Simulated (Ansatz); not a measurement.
# CuO (P6_3/mmc) in Ansatz: notebook, part 2 of 2

Ansatz 0.2.0. Earlier steps stand in the parts before.

## (4) Band structure, r2SCAN+U

input.yaml reads:

```yaml
crystal:
  lattice:
    - [3.1795331, 0.0, 0.0]
    - [-1.58976655, 2.75355644, 0.0]
    - [0.0, 0.0, 4.43149073]
  atoms:
    - { symbol: Cu, position: [0.0, 0.0, 0.0] }
    - { symbol: Cu, position: [0.0, 0.0, 0.5] }
    - { symbol: O, position: [0.3333333333, 0.6666666667, 0.25] }
    - { symbol: O, position: [0.6666666667, 0.3333333333, 0.75] }
hamiltonian:
  xc: r2scan
  pseudopotentials: { kind: paw }
  hubbard: { sites: [{ species: Cu, l: d, u_eff: 4.5 }] }
kpoints:
  mp_grid: { grid: [10, 10, 6] }
  band_path:
    path:
      - [[0.0, 0.0, 0.0], [0.5, 0.0, 0.0], [0.3333333333, 0.3333333333, 0.0], [0.0, 0.0, 0.0], [0.0, 0.0, 0.5], [0.5, 0.0, 0.5], [0.3333333333, 0.3333333333, 0.5], [0.0, 0.0, 0.5]]
      - [[0.5, 0.0, 0.5], [0.5, 0.0, 0.0]]
      - [[0.3333333333, 0.3333333333, 0.0], [0.3333333333, 0.3333333333, 0.5]]
    npoints: 14
scf:
  occupations: { method: fermi_dirac, width: 0.05 }
  n_extra_bands: 10
output:
  forces: true
  stress: true
  eigenvalues: true
  fatbands: false
```

Potentials or basis: Ansatz PAW.

The run is started by

```console
ansatz run input.yaml --threads 2 --pin off --max-ram 5632MiB --backend cpu --events-out ev --progress --plain --runs-dir out
```

Standard output:

```text
Warning: RAYON_NUM_THREADS=2 ignored (pool sized by the plan → 2); use --threads N
Cu: projections on atomic orbitals take those of the free atom [Ne] 3s2 3p6 3d10 4s1, of charge +0.00 (hamiltonian.pseudopotentials.projection_atoms); the dataset's partial waves leave at most 2.0e-6 of an orbital's norm unspanned inside its sphere
O: projections on atomic orbitals take those of the free atom [He] 2s2 2p4, of charge +0.00 (hamiltonian.pseudopotentials.projection_atoms); the dataset's partial waves leave at most 1.9e-8 of an orbital's norm unspanned inside its sphere
scf.n_extra_bands = 10 over 25 filled bands (N_el = 50.0): the run solves 35 bands
Engine: ansatz 0.2.0, x86_64-unknown-linux-gnu
Pseudopotentials: kind: paw
Pseudopotential: Cu, paw, valence charge 19, recommended cutoff 500 eV (meta_gga), Cu.paw.azcp
Pseudopotential: O, paw, valence charge 6, recommended cutoff 500 eV (meta_gga), O.paw.azcp
Functional definition: r2SCAN
  parameter k0 = 0.174
  parameter k1 = 0.065
  parameter a1 = 4.9479
  exchange = r2scan_x(k0 = k0, k1 = k1, a1 = a1)
  correlation = r2scan_c
Crystal: 4 atoms, lattice volume = 38.798 Å³
Basis set: ecut = 500 eV, 971 PW (Γ), exchange–correlation on 96×96×144 points (64 copies of the dense FFT grid, shifted against one another)
Bands: 35, of which v1, the nominal top of the filled ones, is band 25 counted from 1 (24 counted from 0)
Symmetry: 24 space group operations
Space group: P63/mmc (ITA 194), of the structure as read, at distance tolerance 3.4e-5 Å
k-points: 56 of 600
Non-local potential: Cu, projectors of the file, l = 0: 3, l = 1: 2, l = 2: 3, l = 3: 1
Non-local potential: O, projectors of the file, l = 0: 2, l = 1: 2, l = 2: 1
PAW form: soft (Blöchl's): semilocal exchange-correlation on the pseudo side does not see the compensation charge
PAW frozen core: Cu, regenerated for the run's functional (the file was generated under x = pbe(κ = 0.804, μ = 0.2195149727645171), c = pbe(β = 0.06672455060314922))
PAW frozen core: O, regenerated for the run's functional (the file was generated under x = pbe(κ = 0.804, μ = 0.2195149727645171), c = pbe(β = 0.06672455060314922))
PAW one-centre angular grid: Cu, 590 points (default); XC on 160 Gauss nodes
PAW one-centre angular grid: O, 302 points (default); XC on 160 Gauss nodes
Initial density: superposition of atomic densities (chi_scale 0.1, normalization cell, long waves of neutral atoms under a Hubbard term (reshape's long-wave potential 0.00 eV rms, cloud 1.98 Å wide))
Initial wavefunctions: pseudopotential atomic-orbital guess
Functional: x = r2scan, c = r2scan; τ floored in thin density (d = 2e-4 eV/Å³)
SCF iter   1: F=—  HF=-14394.188687 eV  |F-HF|=—  |Δ(HF+E_count)|=         —  Δρ=1.29e-1  dr2=4.81e0  dr2_τ=1.95e-2  ethr=3.10e-3  ⟨swp⟩=5.2  Hψ=7387  notcnv=0  defer=7
[... 16 lines left out ...]
Internal energy: -14393.652974 eV  (E = F + TS)
E sigma→0 (E₀):  -14393.664517 eV
Entropy (-TS):   -0.023086 eV (-5.771 meV/atom)
Fermi energy:    11.536612 eV
--- Per-component energies (eV) ---
  E_band       = -908.892821
  E_kinetic    = 944.078054
  E_local      = -9667.471519  (includes V_loc(G=0)·N_el)
  E_nonlocal   = 907.768695
  E_hartree    = 4225.252489
  E_xc         = -309.812767
  E_vxc        = -452.736211  (∫ρ·V_xc dr)
  E_hubbard    = 1.761279  (on-site DFT+U / exact-exchange correction)
  E_vhub       = -39.539644  (the Hubbard potential's part of the band-sum identity)
  E_paw        = -3689.746565  (= ΣΔE_a)
  E_vpaw       = -1081.647458  (= ΣTr[D̂ρ^β])
  E_aug_tail   = 0.002047  (compensation charges beyond the density's cutoff)
  E_vtau       = 30.159012  (kinetic-family band-sum trace: ∫τ·v_τ [+ j·A + Jᵃ·Aᵃ] dr)
  E_ewald      = -6804.818589
  E_core_change = -0.666098  (= ΣΔE_core)
  E_smearing   = -0.023086  (= −TS)
  E_closure    = 0.000000  (closes the sum)
  Σ components = -14393.676060   (vs F -14393.676060, Δ=0.00e0)
--- Forces (eV/Å), atoms counted from 1 ---
  atom   1  Cu     0.00000000     0.00000000    -0.00000000
  atom   2  Cu     0.00000000     0.00000000     0.00000000
  atom   3  O      0.00000000    -0.00000000     0.00000000
  atom   4  O     -0.00000000     0.00000000     0.00000000
  max |Σ_I F_I| component: 5.55e-17 eV/Å
--- Stress (GPa, compression-positive) ---
      -14.607118      -0.000000      -0.000000
       -0.000000     -14.607118      -0.000000
       -0.000000      -0.000000      30.445862
  P = ⅓ Tr σ = 0.4105 GPa (4.105 kbar)
--- Band table (eV; the first three rows and the last of 56) ---
  k-point 0: bands = ["-103.2602", "-103.2317", "-59.3322", "-59.0654", "-59.0654", "-59.0593", "-59.0387", "-59.0387", "-8.3248", "-6.8497", "4.9572", "5.8325", "5.8325", "6.2105", "7.4898", "7.4898", "8.3947", "8.3947", "9.3166", "9.3166", "9.3286", "9.3286", "10.2109", "10.7616", "12.1732", "12.1732", "14.0475", "17.8742", "24.4045", "25.2700", "25.2700", "30.5389", "31.1518", "31.8260", "31.8260"]
  k-point 1: bands = ["-103.2575", "-103.2327", "-59.3145", "-59.0781", "-59.0636", "-59.0636", "-59.0405", "-59.0405", "-8.2388", "-6.9651", "5.1771", "5.9428", "5.9428", "6.3667", "7.5652", "7.5652", "8.0930", "8.0930", "8.7642", "8.7642", "9.7267", "10.0733", "10.0733", "10.4190", "12.0861", "12.0861", "14.5973", "17.8584", "24.5780", "25.4535", "25.4535", "29.9224", "29.9224", "30.8413", "31.0689"]
  k-point 2: bands = ["-103.2507", "-103.2363", "-59.2657", "-59.1292", "-59.0589", "-59.0589", "-59.0455", "-59.0455", "-7.9964", "-7.2654", "5.7722", "6.2659", "6.2659", "6.6764", "7.4269", "7.4269", "7.7767", "7.7767", "8.4188", "8.4188", "8.9221", "9.6210", "10.7910", "10.7910", "11.8236", "11.8236", "15.7067", "17.5686", "25.3597", "26.0084", "26.0084", "28.2526", "28.2526", "29.3986", "31.4188"]
  k-point 55: bands = ["-103.2422", "-103.2422", "-59.1975", "-59.1975", "-59.0566", "-59.0566", "-59.0556", "-59.0556", "-7.2096", "-7.2096", "5.3306", "5.3306", "6.3963", "6.3963", "7.0683", "7.0683", "8.1055", "8.1055", "8.3622", "8.3622", "9.1579", "9.1579", "9.5022", "9.5022", "12.0086", "12.0086", "19.9779", "19.9779", "22.8842", "22.8842", "24.0869", "24.0869", "30.1363", "30.1363", "33.0183"]
Occupation matrices written to <dir>
```

bands.tsv:

```text
# k_distance	band_0	band_1	band_2	band_3	band_4	band_5	band_6	band_7	band_8	band_9	band_10	band_11	band_12	band_13	band_14	band_15	band_16	band_17	band_18	band_19	band_20	band_21	band_22	band_23	band_24	band_25	band_26	band_27	band_28	band_29	band_30	band_31	band_32	band_33	band_34
[... 149 lines left out ...]
8.360887	-114.778806	-114.778806	-70.734094	-70.734094	-70.592842	-70.592842	-70.592744	-70.592744	-18.739129	-18.739129	-6.188704	-6.188704	-5.149476	-5.149476	-4.484034	-4.484034	-3.352813	-3.352813	-3.312172	-3.312172	-2.261507	-2.261507	-2.154016	-2.154016	0.513714	0.513714	8.572400	8.572400	11.337229	11.337229	12.357863	12.357863	18.720375	18.720375	21.717037
```

Wall time 18 s (2 threads of Intel Xeon Platinum 8259CL at 2.50GHz (Skylake/Cascade Lake), shared host); peak memory 0.54 GiB.

What came out:

* Free energy: -14393.6761 eV
* Pressure: 0.4 GPa
* Band gap on the k mesh: none (metal or under the smearing width)

Levels at the corners of the path, in eV from the Fermi level:
| point | band 20 | band 21 | band 22 | band 23 | band 24 | band 25 | band 26 | band 27 | band 28 | band 29 |
| --- | --- | --- | --- | --- | --- | --- | --- | --- | --- | --- |
| Γ | -2.22 | -2.21 | -2.21 | -1.33 | -0.78 | 0.64 | 0.64 | 2.51 | 6.34 | 12.87 |
| M | -2.78 | -2.68 | -2.27 | -2.20 | -2.18 | 0.29 | 0.57 | 7.95 | 8.04 | 11.20 |
| K | -2.61 | -2.61 | -2.22 | -1.17 | -1.17 | -0.88 | -0.88 | 8.57 | 10.76 | 10.76 |
| Γ | -2.22 | -2.21 | -2.21 | -1.33 | -0.78 | 0.64 | 0.64 | 2.51 | 6.34 | 12.87 |
| A | -3.45 | -2.67 | -2.67 | -0.15 | -0.15 | -0.15 | -0.15 | 5.26 | 5.26 | 15.41 |
| L | -3.00 | -2.70 | -2.70 | -0.62 | -0.62 | -0.60 | -0.60 | 7.23 | 7.23 | 11.50 |
| H | -3.31 | -2.26 | -2.26 | -2.15 | -2.15 | 0.51 | 0.51 | 8.57 | 8.57 | 11.34 |
| A | -3.45 | -2.67 | -2.67 | -0.15 | -0.15 | -0.15 | -0.15 | 5.26 | 5.26 | 15.41 |
| L | -3.00 | -2.70 | -2.70 | -0.62 | -0.62 | -0.60 | -0.60 | 7.23 | 7.23 | 11.50 |
| M | -2.78 | -2.68 | -2.27 | -2.20 | -2.18 | 0.29 | 0.57 | 7.95 | 8.04 | 11.20 |
| K | -2.61 | -2.61 | -2.22 | -1.17 | -1.17 | -0.88 | -0.88 | 8.57 | 10.76 | 10.76 |
| H | -3.31 | -2.26 | -2.26 | -2.15 | -2.15 | 0.51 | 0.51 | 8.57 | 8.57 | 11.34 |

Eigenvalues of the final occupation matrices:
| site | spin | trace | eigenvalues |
| --- | --- | --- | --- |
| site 1 | 1 | 4.78 | 0.90 0.90 0.99 1.00 1.00 |
| site 2 | 1 | 4.78 | 0.90 0.90 0.99 1.00 1.00 |

Caveat: the run has no spin polarisation, though such a crystal can be magnetic; U without spin polarisation on a metal has little footing; the PAW data sets come from PBE, with cores solved anew for the run's functional, which leaves a small shift of forces and pressure.

## (5) Single point, PBE, 9.12 Å³/atom (volume scaled by 0.94)

input.yaml reads:

```yaml
crystal:
  lattice:
    - [3.114626457, 0.0, 0.0]
    - [-1.5573132285, 2.6973456382, 0.0]
    - [0.0, 0.0, 4.34102676]
  atoms:
    - { symbol: Cu, position: [0.0, 0.0, 0.0] }
    - { symbol: Cu, position: [0.0, 0.0, 0.5] }
    - { symbol: O, position: [0.3333333333, 0.6666666667, 0.25] }
    - { symbol: O, position: [0.6666666667, 0.3333333333, 0.75] }
hamiltonian:
  xc: pbe
  pseudopotentials: { kind: nc, accuracy: standard }
kpoints:
  mp_grid: { grid: [10, 10, 6] }
scf:
  occupations: { method: fermi_dirac, width: 0.05 }
output:
  forces: true
  stress: true
  eigenvalues: true
  write_density: true
  write_potential: true
  elf: true
  volumetric_format: npy
```

Potentials or basis: PseudoDojo standard (PBE files).

The run is started by

```console
ansatz run input.yaml --threads 2 --pin off --max-ram 5632MiB --backend cpu --events-out ev --progress --plain --runs-dir out
```

Run time: 11 s. Hardware: 2 threads of Intel Xeon Platinum 8259CL at 2.50GHz (Skylake/Cascade Lake), shared host; peak memory 0.52 GiB.

It converged, with:

```
Free energy            : -11215.3066 eV
Pressure               : 19.9 GPa
Band gap on the k mesh : none (metal or under the smearing width)
```

Caveat: the run has no spin polarisation, though such a crystal can be magnetic; semilocal functionals often make such compounds metallic where correlation or magnetic order opens a gap, which also shifts bond lengths.

## (6) Single point, PBE, 9.31 Å³/atom (volume scaled by 0.96)

Edit input.yaml of step 5 so:

```diff
@@ -2,5 +2,5 @@
   lattice:
-    - [3.114626457, 0.0, 0.0]
-    - [-1.5573132285, 2.6973456382, 0.0]
-    - [0.0, 0.0, 4.34102676]
+    - [3.1365611688, 0.0, 0.0]
+    - [-1.5682805844, 2.7163416559, 0.0]
+    - [0.0, 0.0, 4.3715983782]
   atoms:
```

Potentials or basis: PseudoDojo standard (PBE files).

The run is started by

```console
ansatz run input.yaml --threads 2 --pin off --max-ram 5632MiB --backend cpu --events-out ev --progress --plain --runs-dir out
```

Run time: 12 s. Hardware: 2 threads of Intel Xeon Platinum 8259CL at 2.50GHz (Skylake/Cascade Lake), shared host; peak memory 0.53 GiB.

Results (log left out):

* Free energy: -11215.3902 eV
* Pressure: 14.7 GPa
* Band gap on the k mesh: none (metal or under the smearing width)

Caveat: the run has no spin polarisation, though such a crystal can be magnetic; semilocal functionals often make such compounds metallic where correlation or magnetic order opens a gap, which also shifts bond lengths.

## (7) Single point, PBE, 9.51 Å³/atom (volume scaled by 0.98)

Edit input.yaml of step 6 so:

```diff
@@ -2,5 +2,5 @@
   lattice:
-    - [3.1365611688, 0.0, 0.0]
-    - [-1.5682805844, 2.7163416559, 0.0]
-    - [0.0, 0.0, 4.3715983782]
+    - [3.1581933087, 0.0, 0.0]
+    - [-1.5790966543, 2.7350756386, 0.0]
+    - [0.0, 0.0, 4.4017482853]
   atoms:
@@ -21,5 +21 @@
   eigenvalues: true
-  write_density: true
-  write_potential: true
-  elf: true
-  volumetric_format: npy
```

The run is started by

```console
ansatz run input.yaml --threads 2 --pin off --max-ram 5632MiB --backend cpu --events-out ev --progress --plain --runs-dir out
```

It took 8.9 s on 2 threads of Intel Xeon Platinum 8259CL at 2.50GHz (Skylake/Cascade Lake), shared host; peak memory 0.53 GiB.

The run converged. Its results:

- Free energy: -11215.4503 eV
- Pressure: 10.2 GPa
- Band gap on the k mesh: none (metal or under the smearing width)

Caveat: the run has no spin polarisation, though such a crystal can be magnetic; semilocal functionals often make such compounds metallic where correlation or magnetic order opens a gap, which also shifts bond lengths.

## (8) Single point, PBE, 9.70 Å³/atom

Edit input.yaml of step 7 so:

```diff
@@ -2,5 +2,5 @@
   lattice:
-    - [3.1581933087, 0.0, 0.0]
-    - [-1.5790966543, 2.7350756386, 0.0]
-    - [0.0, 0.0, 4.4017482853]
+    - [3.1795331, 0.0, 0.0]
+    - [-1.58976655, 2.75355644, 0.0]
+    - [0.0, 0.0, 4.43149073]
   atoms:
```

The run is started by

```console
ansatz run input.yaml --threads 2 --pin off --max-ram 5632MiB --backend cpu --events-out ev --progress --plain --runs-dir out
```

Wall time 8.9 s (2 threads of Intel Xeon Platinum 8259CL at 2.50GHz (Skylake/Cascade Lake), shared host); peak memory 0.54 GiB.

It converged, with:

```
Free energy            : -11215.4895 eV
Pressure               : 6.1 GPa
Band gap on the k mesh : none (metal or under the smearing width)
```

Caveat: the run has no spin polarisation, though such a crystal can be magnetic; semilocal functionals often make such compounds metallic where correlation or magnetic order opens a gap, which also shifts bond lengths.

## (9) Single point, PBE, 9.89 Å³/atom (volume scaled by 1.02)

Edit input.yaml of step 8 so:

```diff
@@ -2,5 +2,5 @@
   lattice:
-    - [3.1795331, 0.0, 0.0]
-    - [-1.58976655, 2.75355644, 0.0]
-    - [0.0, 0.0, 4.43149073]
+    - [3.2005902243, 0.0, 0.0]
+    - [-1.6002951121, 2.7717924446, 0.0]
+    - [0.0, 0.0, 4.460839206]
   atoms:
```

Potentials or basis: PseudoDojo standard (PBE files).

The run is started by

```console
ansatz run input.yaml --threads 2 --pin off --max-ram 5632MiB --backend cpu --events-out ev --progress --plain --runs-dir out
```

It took 8.4 s on 2 threads of Intel Xeon Platinum 8259CL at 2.50GHz (Skylake/Cascade Lake), shared host; peak memory 0.54 GiB.

Results (log left out):

```
Free energy            : -11215.5099 eV
Pressure               : 2.4 GPa
Band gap on the k mesh : none (metal or under the smearing width)
```

Caveat: the run has no spin polarisation, though such a crystal can be magnetic; semilocal functionals often make such compounds metallic where correlation or magnetic order opens a gap, which also shifts bond lengths.

## (10) Single point, PBE, 10.09 Å³/atom (volume scaled by 1.04)

Edit input.yaml of step 9 so:

```diff
@@ -2,5 +2,5 @@
   lattice:
-    - [3.2005902243, 0.0, 0.0]
-    - [-1.6002951121, 2.7717924446, 0.0]
-    - [0.0, 0.0, 4.460839206]
+    - [3.22137386, 0.0, 0.0]
+    - [-1.61068693, 2.7897916011, 0.0]
+    - [0.0, 0.0, 4.489806506]
   atoms:
```

The run is started by

```console
ansatz run input.yaml --threads 2 --pin off --max-ram 5632MiB --backend cpu --events-out ev --progress --plain --runs-dir out
```

It took 8.9 s on 2 threads of Intel Xeon Platinum 8259CL at 2.50GHz (Skylake/Cascade Lake), shared host; peak memory 0.54 GiB.

It converged, with:

* Free energy: -11215.5136 eV
* Pressure: -0.9 GPa
* Band gap on the k mesh: none (metal or under the smearing width)

Caveat: the run has no spin polarisation, though such a crystal can be magnetic; semilocal functionals often make such compounds metallic where correlation or magnetic order opens a gap, which also shifts bond lengths.

## (11) Single point, PBE, 10.28 Å³/atom (volume scaled by 1.06)

Edit input.yaml of step 10 so:

```diff
@@ -2,5 +2,5 @@
   lattice:
-    - [3.22137386, 0.0, 0.0]
-    - [-1.61068693, 2.7897916011, 0.0]
-    - [0.0, 0.0, 4.489806506]
+    - [3.2418927181, 0.0, 0.0]
+    - [-1.620946359, 2.8075614535, 0.0]
+    - [0.0, 0.0, 4.5184047708]
   atoms:
@@ -21 +21,5 @@
   eigenvalues: true
+  write_density: true
+  write_potential: true
+  elf: true
+  volumetric_format: npy
```

The run is started by

```console
ansatz run input.yaml --threads 2 --pin off --max-ram 5632MiB --backend cpu --events-out ev --progress --plain --runs-dir out
```

Wall time 12 s (2 threads of Intel Xeon Platinum 8259CL at 2.50GHz (Skylake/Cascade Lake), shared host); peak memory 0.56 GiB.

Results (log left out):

| Property | Result |
| --- | --- |
| Free energy | -11215.5022 eV |
| Pressure | -3.8 GPa |
| Band gap on the k mesh | none (metal or under the smearing width) |

Caveat: the run has no spin polarisation, though such a crystal can be magnetic; semilocal functionals often make such compounds metallic where correlation or magnetic order opens a gap, which also shifts bond lengths.

## (12) Equation of state, PBE

Potentials or basis: PseudoDojo standard.

This step only gathers the single runs of the series.

What came out:

| Quantity | Value |
| --- | --- |
| Equilibrium volume | 10.03 Å³/atom |
| Bulk modulus at fixed shape and positions | 165 GPa |
| Pressure derivative of the bulk modulus | 4.7 |

Energy against volume, from the lowest point:
```csv
volume (Å³/atom),energy (meV/atom)
9.117,51.73
9.311,30.84
9.505,15.81
9.699,6.01
9.893,0.91
10.087,0.00
10.281,2.85
```

Caveat: the cell was scaled at fixed shape and fractional positions, which overstates the stiffness of a crystal with free parameters, most of all of layers and chains; the run has no spin polarisation, though such a crystal can be magnetic.

## (13) Summary

```tsv
task	level	potentials or basis	U	cutoff (eV)	points for each segment of the path	hubbard projectors	double counting	gap on the mesh (eV)	pressure (GPa)
band structure	PBEsol	Ansatz PAW	-	420	14	-	-	none	-2.7
band structure	PBEsol+U	Ansatz PAW	Cu d U = 5.3 eV	420	14	ortho-atomic (the default)	fll (the default)	none	0.1
band structure	r2SCAN+U	Ansatz PAW	Cu d U = 4.5 eV	500	14	ortho-atomic (the default)	fll (the default)	none	0.4
equation of state	PBE	PseudoDojo standard	-	1252	-	-	-	-	-
```

Alike in all rows: no spin polarisation; cell as given; k mesh 10 × 10 × 6; smearing fermi-dirac 0.05 eV.

Caveats: the run has no spin polarisation, though such a crystal can be magnetic; the PAW data sets come from PBE, with cores solved anew for the run's functional, which leaves a small shift of forces and pressure (some runs); U without spin polarisation on a metal has little footing (some runs); semilocal functionals often make such compounds metallic where correlation or magnetic order opens a gap, which also shifts bond lengths (some runs); the cell was scaled at fixed shape and fractional positions, which overstates the stiffness of a crystal with free parameters, most of all of layers and chains (some runs).

Absolute energies hang on the potentials; compare differences alone.
